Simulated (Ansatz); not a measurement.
# LiCl (Fm-3m) in Ansatz: further runs

The runs below take LiCl through relaxation of cell and atoms, with BLYP+D3(BJ), BLYP+D4.

Program: Ansatz 0.2.0. These are calculated values, not measurements. Logs are shortened: lines on timing, memory, paths and dates and some standing lists are left out, and cuts for length are marked.

### 1 The crystal as given

It takes space group Fm-3m (No. 225, cubic). The conventional cell has a = 5.130 Å, b = 5.130 Å, c = 5.130 Å, α = 90.00°, β = 90.00°, γ = 90.00°. Around Cl (site symmetry m-3m) lie 6 Li at 2.56 Å. Li (site symmetry m-3m) has 6 Cl at 2.56 Å as nearest neighbours.

### 2 Relaxation of cell and atoms, BLYP+D3(BJ)

Input file input.yaml:

```yaml
crystal:
  lattice:
    - [0.0, 2.56477, 2.56477]
    - [2.56477, 0.0, 2.56477]
    - [2.56477, 2.56477, 0.0]
  atoms:
    - { symbol: Cl, position: [0.5, 0.5, 0.5] }
    - { symbol: Li, position: [0.0, 0.0, 0.0] }
hamiltonian:
  xc: blyp
  pseudopotentials: { kind: paw }
  dispersion: d3bj
kpoints:
  mp_grid: { grid: [9, 9, 9] }
scf:
  occupations: { method: fermi_dirac, width: 0.05 }
output:
  forces: true
  stress: true
relax:
  f_tol: 0.01
  max_steps: 40
  cell: { stress_tol: 0.05 }
```

Potentials or basis: Ansatz PAW.

Command:

```console
ansatz run input.yaml --threads 2 --pin off --max-ram 5632MiB --backend cpu --events-out ev --progress --plain --runs-dir out
```

Standard output:

```text
Warning: RAYON_NUM_THREADS=2 ignored (pool sized by the plan → 2); use --threads N
Engine: ansatz 0.2.0, aarch64-unknown-linux-gnu
Pseudopotentials: kind: paw
Pseudopotential: Cl, paw, valence charge 7, recommended cutoff 420 eV (normal), Cl.paw.azcp
Pseudopotential: Li, paw, valence charge 3, recommended cutoff 420 eV (normal), Li.paw.azcp
Functional definition: BLYP
  parameter beta = 0.0042
  parameter a = 0.04918
  parameter b = 0.132
  parameter c = 0.2533
  parameter d = 0.349
  exchange = b88_x(beta = beta)
  correlation = lyp_c(a = a, b = b, c = c, d = d)
Crystal: 2 atoms, lattice volume = 33.742 Å³
Basis set: ecut = 420 eV, 645 PW (Γ), exchange–correlation on 50×50×50 points (8 copies of the dense FFT grid, shifted against one another)
Bands: 9, of which v1, the nominal top of the filled ones, is band 5 counted from 1 (4 counted from 0)
Symmetry: 48 space group operations
Space group: Fm-3m (ITA 225), of the structure as read, at distance tolerance 3.2e-5 Å
k-points: 35 of 729
Non-local potential: Cl, projectors of the file, l = 0: 2, l = 1: 2, l = 2: 2
Non-local potential: Li, projectors of the file, l = 0: 3, l = 1: 2, l = 2: 1
PAW form: soft (Blöchl's): semilocal exchange-correlation on the pseudo side does not see the compensation charge
PAW frozen core: Cl, regenerated for the run's functional, and the local potential with it (the file was generated under x = pbe(κ = 0.804, μ = 0.2195149727645171), c = pbe(β = 0.06672455060314922))
PAW one-centre angular grid: Cl, 110 points (default); XC on 64 Gauss nodes
PAW one-centre angular grid: Li, 110 points (default); XC on 96 Gauss nodes
Initial density: superposition of atomic densities (neutral atoms: chi_scale 0, normalization atom), corrected by the library's trained network
Initial wavefunctions: pseudopotential atomic-orbital guess
Functional: x = b88, c = lyp
SCF iter   1: F=—  HF=-1294.326148 eV  |F-HF|=—  |Δ(HF+E_count)|=         —  Δρ=5.66e-3  dr2=1.16e-2  ethr=1.77e-3  ⟨swp⟩=6.3  Hψ=2265  notcnv=0
preconditioner: auto → none  [insulator: Δε(μ)=6.529 eV  Ē_g=14.240 eV  σ=0.050 eV  W_gap=1.00  n_scr=8 (ndim 8)  ℏωp=18.1 eV  f_vac=0.000  D(μ)=0.00/eV (n_scr^D=0)  ε∞_Penn≈2.6]
SCF iter   2: F=—  HF=-1294.322364 eV  |F-HF|=—  |Δ(HF+E_count)|=   3.78e-3  Δρ=1.05e-3  dr2=2.81e-4  ethr=1.16e-4  ⟨swp⟩=2.6  Hψ=852  notcnv=0
SCF iter   3: F=—  HF=-1294.322288 eV  |F-HF|=—  |Δ(HF+E_count)|=   7.63e-5  Δρ=5.27e-4  dr2=3.55e-5  ethr=2.81e-6  ⟨swp⟩=2.4  Hψ=418  notcnv=0
SCF iter   4: F=—  HF=-1294.322321 eV  |F-HF|=—  |Δ(HF+E_count)|=   3.34e-5  Δρ=3.61e-5  dr2=3.87e-7  ethr=3.55e-7  ⟨swp⟩=2.6  Hψ=483  notcnv=0
iter 5 did not close the SCF: its close was put off for the readings that it lacked (scf_convergence_deferred on its scf_iter line)
SCF iter   5: F=-1294.322321 eV  HF=-1294.322321 eV  |F-HF|=8.08e-9  |Δ(HF+E_count)|=   1.23e-7  Δρ=4.23e-6  dr2=2.95e-9  ethr=3.87e-9  ⟨swp⟩=2.0  Hψ=438  notcnv=0
SCF iter   6: F=-1294.322321 eV  HF=-1294.322321 eV  |F-HF|=6.37e-12  |Δ(HF+E_count)|=   9.54e-9  Δρ=2.66e-7  dr2=1.98e-11  ethr=2.95e-11  ⟨swp⟩=1.6  Hψ=918  notcnv=0
SCF 1 converged in 6 iterations: F = -1294.322321 eV  dr2 = 1.98e-11
relax step   1: F+E_penalty+E_count = -1294.32232117 eV  Δ(F+E_penalty+E_count) = +0.000e0 eV  max|allowed force component| = 1.812e-30 eV/Å  Δτ_max = 0.0000 Å  P = -2.862 GPa  Ω = 33.742 Å³  (6 SCF iters, dr2 threshold 1.00e-7 eV, accepted)
Crystal: 2 atoms, lattice volume = 31.794 Å³
Basis set: ecut = 420 eV, 609 PW (Γ), exchange–correlation on 50×50×50 points (8 copies of the dense FFT grid, shifted against one another)
Initial density: handed on by an earlier stage of this run
Initial wavefunctions: those handed on with the density
iter 1 solved again at ethr=6.68e-6 eV; its pass at ethr=3.10e-3 eV (dr2=6.68e-4 eV) is discarded
SCF iter   1: F=—  HF=-1294.346513 eV  |F-HF|=—  |Δ(HF+E_count)|=         —  Δρ=1.38e-3  dr2=6.67e-4  ethr=6.68e-6  ⟨swp⟩=1.0  Hψ=2635  notcnv=0
preconditioner: auto → none  [insulator: Δε(μ)=6.826 eV  Ē_g=14.482 eV  σ=0.050 eV  W_gap=1.00  n_scr=8 (ndim 8)  ℏωp=18.6 eV  f_vac=0.000  D(μ)=0.00/eV (n_scr^D=0)  ε∞_Penn≈2.7]
SCF iter   2: F=—  HF=-1294.346211 eV  |F-HF|=—  |Δ(HF+E_count)|=   3.02e-4  Δρ=6.36e-4  dr2=1.45e-4  ethr=6.67e-6  ⟨swp⟩=1.0  Hψ=315  notcnv=0
SCF iter   3: F=—  HF=-1294.346170 eV  |F-HF|=—  |Δ(HF+E_count)|=   4.16e-5  Δρ=6.08e-5  dr2=1.48e-6  ethr=1.45e-6  ⟨swp⟩=2.0  Hψ=434  notcnv=0
SCF iter   4: F=-1294.346169 eV  HF=-1294.346170 eV  |F-HF|=1.11e-7  |Δ(HF+E_count)|=   2.54e-7  Δρ=2.31e-5  dr2=1.61e-7  ethr=2.00e-9  ⟨swp⟩=4.5  Hψ=968  notcnv=0
SCF 2 converged in 4 iterations: F = -1294.346169 eV  dr2 = 1.61e-7
relax step   2: F+E_penalty+E_count = -1294.34616945 eV  Δ(F+E_penalty+E_count) = -2.385e-2 eV  max|allowed force component| = 1.974e-30 eV/Å  Δτ_max = 0.0000 Å  P = -0.937 GPa  Ω = 31.794 Å³  energy of the carried Pulay correction = +8.971e-5 eV  (4 SCF iters, dr2 threshold 2.00e-7 eV, accepted)
Crystal: 2 atoms, lattice volume = 30.925 Å³
iter 1 solved again at ethr=1.49e-6 eV; its pass at ethr=3.10e-3 eV (dr2=1.49e-4 eV) is discarded
SCF iter   1: F=—  HF=-1294.348485 eV  |F-HF|=—  |Δ(HF+E_count)|=         —  Δρ=6.69e-4  dr2=1.49e-4  ethr=1.49e-6  ⟨swp⟩=1.3  Hψ=2620  notcnv=0
preconditioner: auto → none  [insulator: Δε(μ)=7.017 eV  Ē_g=14.630 eV  σ=0.050 eV  W_gap=1.00  n_scr=8 (ndim 8)  ℏωp=18.9 eV  f_vac=0.000  D(μ)=0.00/eV (n_scr^D=0)  ε∞_Penn≈2.7]
SCF iter   2: F=—  HF=-1294.348437 eV  |F-HF|=—  |Δ(HF+E_count)|=   4.79e-5  Δρ=3.04e-4  dr2=3.12e-5  ethr=1.49e-6  ⟨swp⟩=1.0  Hψ=315  notcnv=0
SCF iter   3: F=—  HF=-1294.348422 eV  |F-HF|=—  |Δ(HF+E_count)|=   1.47e-5  Δρ=4.59e-5  dr2=8.25e-7  ethr=3.12e-7  ⟨swp⟩=2.0  Hψ=430  notcnv=0
SCF iter   4: F=-1294.348422 eV  HF=-1294.348422 eV  |F-HF|=6.53e-9  |Δ(HF+E_count)|=   2.37e-7  Δρ=1.00e-5  dr2=1.79e-8  ethr=2.00e-9  ⟨swp⟩=4.0  Hψ=922  notcnv=0
SCF 3 converged in 4 iterations: F = -1294.348422 eV  dr2 = 1.79e-8
relax step   3: F+E_penalty+E_count = -1294.34842223 eV  Δ(F+E_penalty+E_count) = -2.253e-3 eV  max|allowed force component| = 1.565e-30 eV/Å  Δτ_max = 0.0000 Å  P = +0.149 GPa  Ω = 30.925 Å³  energy of the carried Pulay correction = +1.315e-4 eV  (4 SCF iters, dr2 threshold 2.00e-7 eV, accepted)
Crystal: 2 atoms, lattice volume = 31.041 Å³
iter 1 solved again at ethr=3.13e-8 eV; its pass at ethr=3.10e-3 eV (dr2=3.13e-6 eV) is discarded
SCF iter   1: F=—  HF=-1294.348450 eV  |F-HF|=—  |Δ(HF+E_count)|=         —  Δρ=9.59e-5  dr2=2.98e-6  ethr=3.13e-8  ⟨swp⟩=2.3  Hψ=2512  notcnv=0
preconditioner: auto → none  [insulator: Δε(μ)=6.997 eV  Ē_g=14.613 eV  σ=0.050 eV  W_gap=1.00  n_scr=8 (ndim 8)  ℏωp=18.9 eV  f_vac=0.000  D(μ)=0.00/eV (n_scr^D=0)  ε∞_Penn≈2.7]
SCF iter   2: F=—  HF=-1294.348469 eV  |F-HF|=—  |Δ(HF+E_count)|=   1.87e-5  Δρ=4.04e-5  dr2=5.55e-7  ethr=2.98e-8  ⟨swp⟩=3.0  Hψ=455  notcnv=0
SCF iter   3: F=-1294.348468 eV  HF=-1294.348468 eV  |F-HF|=8.78e-9  |Δ(HF+E_count)|=   3.13e-7  Δρ=6.74e-6  dr2=1.68e-8  ethr=5.58e-10  ⟨swp⟩=3.0  Hψ=1119  notcnv=0
SCF 4 converged in 3 iterations: F = -1294.348468 eV  dr2 = 1.68e-8
relax step   4: F+E_penalty+E_count = -1294.34846838 eV  Δ(F+E_penalty+E_count) = -4.615e-5 eV  max|allowed force component| = 1.315e-30 eV/Å  Δτ_max = 0.0000 Å  P = -0.006 GPa  Ω = 31.041 Å³  energy of the carried Pulay correction = +1.258e-4 eV  (3 SCF iters, dr2 threshold 5.58e-8 eV, accepted)
Basis set: ecut = 420 eV, 609 PW (Γ), exchange–correlation on 48×48×48 points (8 copies of the dense FFT grid, shifted against one another)
Initial wavefunctions: pseudopotential atomic-orbital guess (no wavefunctions were taken with the density)
iter 1 solved again at ethr=7.35e-7 eV; its pass at ethr=3.10e-3 eV (dr2=7.35e-5 eV) is discarded
SCF iter   1: F=—  HF=-1294.348312 eV  |F-HF|=—  |Δ(HF+E_count)|=         —  Δρ=3.55e-5  dr2=6.05e-8  ethr=7.35e-7  ⟨swp⟩=2.1  Hψ=2983  notcnv=0
eigensolver tolerance schedule: the retry pair's looser diagonalisation over-reported the residual by 1213.46 of it (diagonalisation noise at 0.40 of the residual, at the tolerance the schedule requests for it); recorded, not acted on — ethr = c·dr2/N_el stays at c = 1.0e-1
preconditioner: auto → none  [insulator: Δε(μ)=6.996 eV  Ē_g=14.613 eV  σ=0.050 eV  W_gap=1.00  n_scr=8 (ndim 8)  ℏωp=18.9 eV  f_vac=0.000  D(μ)=0.00/eV (n_scr^D=0)  ε∞_Penn≈2.7]
SCF iter   2: F=—  HF=-1294.348351 eV  |F-HF|=—  |Δ(HF+E_count)|=   3.88e-5  Δρ=1.80e-5  dr2=1.23e-8  ethr=6.05e-10  ⟨swp⟩=2.2  Hψ=512  notcnv=0
SCF iter   3: F=—  HF=-1294.348351 eV  |F-HF|=—  |Δ(HF+E_count)|=   1.05e-7  Δρ=4.22e-6  dr2=3.00e-9  ethr=1.23e-10  ⟨swp⟩=2.0  Hψ=490  notcnv=0
SCF iter   4: F=—  HF=-1294.348351 eV  |F-HF|=—  |Δ(HF+E_count)|=   4.20e-9  Δρ=6.18e-7  dr2=1.14e-10  ethr=3.00e-11  ⟨swp⟩=2.0  Hψ=420  notcnv=0
SCF iter   5: F=-1294.348351 eV  HF=-1294.348351 eV  |F-HF|=8.19e-12  |Δ(HF+E_count)|=  3.64e-11  Δρ=1.27e-7  dr2=1.68e-12  ethr=1.00e-12  ⟨swp⟩=5.2  Hψ=1129  notcnv=0
SCF 5 converged in 5 iterations: F = -1294.348351 eV  dr2 = 1.68e-12
relax step   5: F+E_penalty+E_count = -1294.34835120 eV  Δ(F+E_penalty+E_count) = +1.172e-4 eV  max|allowed force component| = 1.228e-30 eV/Å  Δτ_max = 0.0000 Å  P = -0.007 GPa  Ω = 31.041 Å³  stress off target by 6.85e-3 GPa  SCF on the basis re-selected at this cell (its energy is not comparable with the rows above)  (5 SCF iters)
basis re-selected at this cell: Δ(F+E_penalty+E_count) = +1.172e-4 eV, ΔP = -0.001 GPa vs the last step (what re-selecting the basis moved, of the pressure what is left beyond the Pulay correction that the steps carried, after the strain that the cell walked since its last selection, with what the two solves' SCF thresholds leave and, on support functions, any second-order correction that the steps lacked; it is no measure of the basis error at this ecutwfc). The dense FFT grid was sized anew with the basis: this SCF ran on 24×24×24 points, the steps before it on 25×25×25, so part of this shift can come from that change (see relax.cell in the input reference). This SCF's stress stands 6.85e-3 GPa from its target on what of the cell is left free (relax.cell.stress_tol is 5.00e-2 GPa) and its largest allowed force component is 1.23e-30 eV/Å (relax.f_tol is 1.00e-2 eV/Å): within both
SCF converged after 5 iterations
Free energy (F): -1294.348351 eV
Harris-Foulkes:  -1294.348351 eV  (|F-HF|=8.19e-12)
Internal energy: -1294.348351 eV  (E = F + TS)
E sigma→0 (E₀):  -1294.348351 eV
Fermi energy:    6.317496 eV
--- Per-component energies (eV) ---
  E_band       = -94.810237
  E_kinetic    = 185.909174
  E_local      = -309.851077  (includes V_loc(G=0)·N_el)
  E_nonlocal   = -3.722371
  E_hartree    = 89.647498
  E_xc         = -117.966041
  E_vxc        = -135.485242  (∫ρ·V_xc dr)
  E_paw        = -687.505180  (= ΣΔE_a)
  E_vpaw       = -10.955842  (= ΣTr[D̂ρ^β])
  E_aug_tail   = 0.000119  (compensation charges beyond the density's cutoff)
  E_ewald      = -449.827278
  E_disp       = -1.051710  (pairwise vdW)
  E_core_change = 0.018514  (= ΣΔE_core)
  E_smearing   = -0.000000  (= −TS)
  E_closure    = 0.000000  (closes the sum)
  Σ components = -1294.348351   (vs F -1294.348351, Δ=0.00e0)
--- Forces (eV/Å), atoms counted from 1 ---
  atom   1  Cl     0.00000000    -0.00000000     0.00000000
  atom   2  Li    -0.00000000     0.00000000     0.00000000
  max |Σ_I F_I| component: 2.28e-30 eV/Å
--- Stress (GPa, compression-positive) ---
       -0.006853      -0.000000      -0.000000
       -0.000000      -0.006853      -0.000000
       -0.000000      -0.000000      -0.006853
  P = ⅓ Tr σ = -0.0069 GPa (-0.069 kbar)
--- Relaxed structure (4 steps of the walk, 4 accepted, 1 SCFs on fresh bases) ---
  F+E_penalty+E_count = -1294.34835120 eV   max|allowed force component| = 1.228e-30 eV/Å   (the final SCF, on the basis selected at the relaxed cell)
  cell:  # Å, volume = 31.0413 Å³
    - [-1.5158731797864378e-33, 2.4944222897741737, 2.4944222897741737]
    - [2.4944222897741737, -2.0317795981171164e-33, 2.4944222897741737]
    - [2.4944222897741737, 2.4944222897741737, -2.528578371324436e-33]
  atoms:
    - { symbol: Cl, position: [0.5, 0.5, 0.5] }
    - { symbol: Li, position: [1.9555135795844185e-35, -1.329749234116358e-35, -3.9892477023530227e-35] }
```

Run time: 2.1 s. Hardware: 2 threads of Arm Neoverse V1, shared host; peak memory 0.28 GiB.

What came out:

* Free energy: -1294.3484 eV
* Relaxed volume: 15.52 Å³/atom
* Relaxed cell: a = 3.528 Å, b = 3.528 Å, c = 3.528 Å, α = 60.00°, β = 60.00°, γ = 60.00°
* Space group after relaxing (to 0.05 Å): Fm-3m (No. 225)
* Energy gained by relaxing: 13.0 meV/atom
* Ionic steps: 5
* Pressure after relaxing: 0.0 GPa
* Band gap on the k mesh: 7.00 eV

The path:
| step | energy change (eV) | largest force (eV/Å) | volume (Å³) |
| --- | --- | --- | --- |
| 1 | 0.0000 | 0.0000 | 33.74 |
| 2 | -0.0238 | 0.0000 | 31.79 |
| 3 | -0.0261 | 0.0000 | 30.92 |
| 4 | -0.0261 | 0.0000 | 31.04 |
| 5 | -0.0260 | 0.0000 | 31.04 |

Final structure:
```
Cl Li
1.0
     0.00000    2.49442    2.49442
     2.49442    0.00000    2.49442
     2.49442    2.49442    0.00000
Cl Li
1 1
Cartesian
  2.4944 2.4944 2.4944
  0.0000 0.0000 0.0000
```

Caveat: odd divisions of the mesh miss points on the zone boundary, where band edges often lie, so the gap on the mesh can be too wide; the plane-wave basis is chosen anew once the cell has moved, so the energies of steps on either side of that aren't comparable; the PAW data sets come from PBE, with cores solved anew for the run's functional, which leaves a small shift of forces and pressure. A k mesh can miss the band edges.

(Part 1 of 2 ends here.)
